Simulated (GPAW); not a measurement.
Ta:

```
Ta
1.0
    -1.71384    1.66380    1.60595
     1.69320   -1.68230    1.60382
     1.68622    1.65469   -1.62445
Ta
1
Direct
  0.00000 0.00000 0.00000
```

The cell isn't the ideal one: cell sheared at random, sigma 0.03, atoms nudged by 0.01 Å.

```yaml
Program: GPAW 26.7.0
Task: relaxation of cell and atoms
Functional: PBE
Dispersion: D4
Potentials_or_basis: GPAW PAW data sets (gpaw-data 1.2.1)
Cutoff: 600 eV
Basis: pw
k_mesh: 7 × 7 × 7
Occupations: fermi-dirac, width 0.05 eV
Spin: no spin polarisation
```

At the start: pressure 1.6 GPa; volume 18.00 Å³/atom.

Task: Where does the relaxation end?

Result: Over 17 steps the energy falls by 20.4 meV/atom and the volume is 18.11 Å³/atom (+0.6 %); space group Im-3m (No. 229, to 0.05 Å).

Step by step:
| step | energy change (eV) | largest force (eV/Å) | pressure (GPa) | volume (Å³) |
| --- | --- | --- | --- | --- |
| 1 | 0.0000 | 0.0000 | 1.63 | 18.00 |
| 2 | -0.0061 | 0.0000 | 0.35 | 18.09 |
| 3 | -0.0140 | 0.0000 | -1.10 | 18.21 |
| 4 | -0.0188 | 0.0000 | -1.32 | 18.22 |
| 5 | -0.0168 | 0.0000 | 0.00 | 18.11 |
| 6 | -0.0172 | 0.0000 | 0.00 | 18.11 |
| 7 | -0.0179 | 0.0000 | -0.01 | 18.11 |
| 8 | -0.0188 | 0.0000 | -0.01 | 18.11 |
| 9 | -0.0196 | 0.0000 | -0.02 | 18.11 |
| 10 | -0.0202 | 0.0000 | -0.01 | 18.11 |
| 11 | -0.0204 | 0.0000 | 0.00 | 18.11 |
| 12 | -0.0204 | 0.0000 | 0.00 | 18.11 |
| 13 | -0.0204 | 0.0000 | 0.00 | 18.11 |
| 14 | -0.0204 | 0.0000 | 0.00 | 18.11 |
| 15 | -0.0204 | 0.0000 | 0.00 | 18.11 |
| 16 | -0.0204 | 0.0000 | 0.00 | 18.11 |
| 17 | -0.0204 | 0.0000 | 0.00 | 18.11 |

Final structure:
```
CELL_PARAMETERS angstrom
-1.65483 1.65461 1.65517
1.65398 -1.65546 1.65449
1.65373 1.65361 -1.65621
ATOMIC_POSITIONS crystal
Ta 0.00000 0.00000 0.00000
```

Caveat: the k mesh is coarse (spacing up to 0.39 Å⁻¹), so the values aren't converged; later steps reuse the first step's grids; pairwise dispersion overbinds metals, which lowers pressure and volume.
